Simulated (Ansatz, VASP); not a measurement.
KMgF3: VASP beside Ansatz

File INCAR:

```
SYSTEM = KMgF3
ALGO = Normal
EDIFF = 1E-7
ENCUT = 520
GGA = CA
ISIF = 2
ISMEAR = 0
LASPH = .True.
LCHARG = .False.
LREAL = .False.
LWAVE = .False.
NBANDS = 24
NELM = 60
PREC = Accurate
SIGMA = 0.05
```

File KPOINTS:

```
k-points
0
Gamma
  6 6 6
  0 0 0
```

The input POSCAR:

```
KMgF3
1.0
    3.9859000000      0.0000000000      0.0000000000
    0.0000000000      3.9859000000      0.0000000000
    0.0000000000      0.0000000000      3.9859000000
K Mg F
1 1 3
Direct
    0.5000000000      0.5000000000      0.5000000000
    0.0000000000      0.0000000000      0.0000000000
    0.5000000000      0.0000000000      0.0000000000
    0.0000000000      0.5000000000      0.0000000000
    0.0000000000      0.0000000000      0.5000000000
```

Input for Ansatz:

```yaml
crystal:
  lattice:
    - [3.9859, 0.0, 0.0]
    - [0.0, 3.9859, 0.0]
    - [0.0, 0.0, 3.9859]
  atoms:
    - { symbol: K, position: [0.5, 0.5, 0.5] }
    - { symbol: Mg, position: [0.0, 0.0, 0.0] }
    - { symbol: F, position: [0.5, 0.0, 0.0] }
    - { symbol: F, position: [0.0, 0.5, 0.0] }
    - { symbol: F, position: [0.0, 0.0, 0.5] }
basis:
  ecutwfc: 420
kpoints:
  mp_grid: { grid: [6, 6, 6] }
hamiltonian:
  xc: lda
scf:
  occupations: { method: gaussian, width: 0.05 }
output:
  forces: true
  stress: true
  eigenvalues: true
```

Alike in both runs: task single point; functional LDA; k mesh 6 × 6 × 6; occupations gaussian, width 0.05 eV; no spin polarisation.

|  | VASP | Ansatz |
| --- | --- | --- |
| version | VASP 6.6.1 | Ansatz 0.2.0 |
| potentials or method | VASP PAW LDA potentials, release 64 (K_sv, Mg, F) | scalar-relativistic, plane waves, PAW |
| plane-wave cutoff (eV) | 520 | 420 |
| valence electrons in the cell | 32 | 40 |

|  | VASP | Ansatz | Ansatz less VASP |
| --- | --- | --- | --- |
| gap on the k mesh at the Fermi level (eV) | 6.96 | 6.98 | +0.027 |
| least direct gap on the mesh (eV) | 7.28 | 7.31 | +0.026 |
| pressure (GPa) | -5.2 | -4.5 | +0.76 |

The two sets of potentials don't hold the same shells in valence.

A k mesh can miss the band edges. LDA gaps usually lie below the measured ones, often by a third to a half.
